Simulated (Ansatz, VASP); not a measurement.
## YbH3 in VASP and in Ansatz

INCAR

```
SYSTEM = YbH3
PREC     = Accurate       ! precision mode
ENCUT    = 520            ! plane-wave cutoff, eV
EDIFF    = 1E-7           ! SCF threshold, eV
ISMEAR   = -1             ! smearing method
SIGMA    = 0.05           ! smearing width, eV
LREAL    = .FALSE.        ! projectors in reciprocal space
LASPH    = .TRUE.         ! aspherical terms in the spheres
NELM     = 150            ! most SCF steps
ALGO     = Normal         ! electronic algorithm
ISIF     = 2              ! what is computed and relaxed
LWAVE    = .FALSE.        ! write WAVECAR
LCHARG   = .FALSE.        ! write CHGCAR
ISPIN    = 2              ! spin polarisation
MAGMOM   = 1 0 0 0        ! initial moments
LORBIT   = 11             ! projections on sites
LMAXMIX  = 6              ! l up to which the mixer works
GGA      = PE             ! functional
NBANDS   = 26             ! bands
```

The input KPOINTS:

```
Automatic mesh
0
G
  9 9 9
  0 0 0
```

File POSCAR:

```
YbH3
1.0
    0.0000000000      2.6222229663      2.6222229663
    2.6222229663      0.0000000000      2.6222229663
    2.6222229663      2.6222229663      0.0000000000
Yb H
1 3
Direct
    0.0000000000      0.0000000000      0.0000000000
    0.5000000000      0.5000000000      0.5000000000
    0.2500000000      0.2500000000      0.2500000000
    0.7500000000      0.7500000000      0.7500000000
```

File input.yaml:

```yaml
crystal:
  lattice:
    - [0.0, 2.6222229663, 2.6222229663]
    - [2.6222229663, 0.0, 2.6222229663]
    - [2.6222229663, 2.6222229663, 0.0]
  atoms:
    - { symbol: Yb, position: [0.0, 0.0, 0.0], spin: 1.0 }
    - { symbol: H, position: [0.5, 0.5, 0.5] }
    - { symbol: H, position: [0.25, 0.25, 0.25] }
    - { symbol: H, position: [0.75, 0.75, 0.75] }
hamiltonian:
  xc: pbe
  pseudopotentials: { kind: paw }
magnetization:
  spin_polarized: true
kpoints:
  mp_grid: { grid: [9, 9, 9] }
scf:
  occupations: { method: fermi_dirac, width: 0.05 }
output:
  forces: true
  stress: true
  eigenvalues: true
```

Change from the starting cell: volume scaled by 1.02.

Alike in both runs: task single point; functional PBE; k mesh 9 × 9 × 9; occupations fermi-dirac, width 0.05 eV; collinear spin, ferromagnetic start.

|  | VASP | Ansatz |
| --- | --- | --- |
| version | VASP 6.6.1 | Ansatz 0.2.0 |
| potentials or method | VASP PAW PBE potentials, release 64 (Yb, H) | Ansatz PAW |
| plane-wave cutoff (eV) | 520 | 420 |
| valence electrons in the cell | 27 | 27 |

|  | VASP | Ansatz | Ansatz less VASP |
| --- | --- | --- | --- |
| gap on the k mesh at the Fermi level (eV) | none | none | - |
| pressure (GPa) | -6.8 | -6.5 | +0.25 |
| net moment per atom (μB) | 0.05 | 0.04 | -0.003 |
| size of the moment on the site where the two differ most (μB) | 0.17 | 0.16 | -0.012 |

Site moments also hang on the region over which each program counts them. A gap of «none» marks a metal or a gap that the smearing closes.

Caveats: spin-orbit coupling is left out, which moves the levels of the heavy elements; without U or exact exchange the open f shell lies at the Fermi level, which spoils levels, moments and volumes. The state reached can hang on the start; a lower one may exist.
